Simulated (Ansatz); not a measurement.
Runs of Ansatz 0.2.0 on MnS. Symmetry: F-43m, No. 216, cubic system. Conventional cell: a = 4.947 Å, b = 4.947 Å, c = 4.947 Å, α = 90.00°, β = 90.00°, γ = 90.00°. Mn (site symmetry -43m) has 4 S at 2.14 Å as nearest neighbours. S (site symmetry -43m) is surrounded by 4 Mn at 2.14 Å. The cell is a database's computed one.

```csv
task,level,cell,k mesh,cutoff (eV),pressure (GPa),moment (μB),relaxed volume (Å³/atom)
relaxation of cell and atoms,revPBE+D3(BJ),relaxed,9 × 9 × 9,-,0.0,0.19,(b)
phonons,LDA,as given,7 × 7 × 7,371,-,0.21,-
relaxation of cell and atoms,RPBE,relaxed,9 × 9 × 9,-,0.0,0.25,15.85
relaxation of cell and atoms,revPBE+D4,relaxed,9 × 9 × 9,-,0.0,(a),14.66
```

Alike in all rows: potentials or basis all-electron LAPW, scalar-relativistic; spin collinear, ferromagnetic start; smearing fermi-dirac 0.05 eV; basis error allowed 0.001 eV/atom.

Task: Estimate the missing entries.

Result: (a) 0.20; (b) 14.59.

Caveats: the moment fell far below its start of 4 μB, so a state of higher moment may lie lower in energy; the starting moments weren't kept (some runs); the k mesh is thin for a metal, which can move the energy by tens of meV per atom (some runs); a metal's response needs a denser mesh (some runs); the program listed the state as in doubt (some runs).

Runs at the PBE level aren't shown here.
